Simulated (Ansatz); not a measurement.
Cost and result for the bulk modulus of BP

It takes space group F-43m (No. 216, cubic). Conventional cell: a = 4.538 Å, b = 4.538 Å, c = 4.538 Å, α = 90.00°, β = 90.00°, γ = 90.00°. P (site symmetry -43m) has 4 B at 1.97 Å as nearest neighbours. B (site symmetry -43m) is surrounded by 4 P at 1.97 Å.

```csv
rung,level,program and potentials,cutoff (eV),k mesh,smearing,core time,chip,bulk modulus (GPa),notes
GGA,BPBE,"Ansatz, Ansatz PAW",420,10 × 10 × 10,fermi-dirac 0.05,11 s,Intel Xeon,161.1,"potentials made for PBE, which Ansatz adapts in part"
GGA + dispersion,BLYP+D3(BJ),"Ansatz, Ansatz PAW",420,10 × 10 × 10,fermi-dirac 0.05,11 s,Arm Neoverse V1,166.8,"potentials made for PBE, which Ansatz adapts in part"
GGA,BLYP,"Ansatz, Ansatz PAW",420,10 × 10 × 10,fermi-dirac 0.05,13 s,Intel Xeon,(a),"potentials made for PBE, which Ansatz adapts in part"
GGA,PBE,"Ansatz, SPMS NC",789,10 × 10 × 10,fermi-dirac 0.05,15 s,Arm Neoverse V2,161.1,-
meta-GGA + dispersion,r2SCAN+D3(BJ),"Ansatz, Ansatz PAW",500,10 × 10 × 10,fermi-dirac 0.05,24 s,Intel Xeon,172.9,"potentials made for PBE, which Ansatz adapts in part"
Hartree-Fock,HF,"Ansatz, Ansatz PAW",420,5 × 5 × 5,fermi-dirac 0.05,60 s,Arm Neoverse V2,175.4,"coarse mesh; potentials made for PBE, which Ansatz adapts in part"
hybrid,HSE03,"Ansatz, Ansatz PAW",420,5 × 5 × 5,fermi-dirac 0.05,2.3 min,AMD EPYC Zen 3,172.9,"coarse mesh; potentials made for PBE, which Ansatz adapts in part"
```

Times are single runs on shared hosts and different chips, so they are rough; meshes, cutoffs and the tasks' sizes weigh on the time. Task: equation of state. All rows: no spin polarisation. Smearing widths are in eV. The cell comes from a database and isn't always the measured one. Meshes differ between rows, which moves values too. Meshes are those of the run's cell of 2 atoms unless a note names another. Runs on faulty files, with rough fits or with known faults for this quantity aren't shown. No row holds spin-orbit coupling.

Task: Estimate the value left out from the other rows.

Result: (a) 148.3 GPa.
